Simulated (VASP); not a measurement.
Input of a VASP 6.6.1 run:

INCAR

```
PREC = Accurate
ENCUT = 520
EDIFF = 1E-7
ISMEAR = 0
SIGMA = 0.02
LREAL = False
LASPH = True
NELM = 80
ALGO = Normal
ISIF = 2
LWAVE = False
LCHARG = False
GGA = CA
LOPTICS = True
NBANDS = 45
NEDOS = 2000
CSHIFT = 0.1
```

The input KPOINTS:

```
regular mesh
0
Gamma
  10 10 2
```

File POSCAR:

```
WS2
1.0
    3.1835163552      0.0000000000      0.0000000000
   -1.5917581776      2.7570060369      0.0000000000
    0.0000000000      0.0000000000     16.9505778900
W S
1 2
Direct
    0.0000000000      0.0000000000      0.0000000000
    0.3333333333      0.6666666667      0.0920005100
    0.3333333333      0.6666666667      0.9079994900
```

Potentials or basis: VASP PAW LDA potentials, release 64 (W_sv, S).

Run with:

```sh
$ cat potpaw_LDA.64/W_sv/POTCAR potpaw_LDA.64/S/POTCAR > POTCAR
$ mpirun -np 1 vasp_std > vasp.out
```

(1) What does it give for the largest force?

(2) What does it give for the band gap on the k mesh?

Answers

(1) 0.358 eV/Å.

(2) 1.99 eV, indirect (least direct gap 2.15 eV).

Caveat: spin-orbit coupling is left out, which moves the levels of the heavy elements.
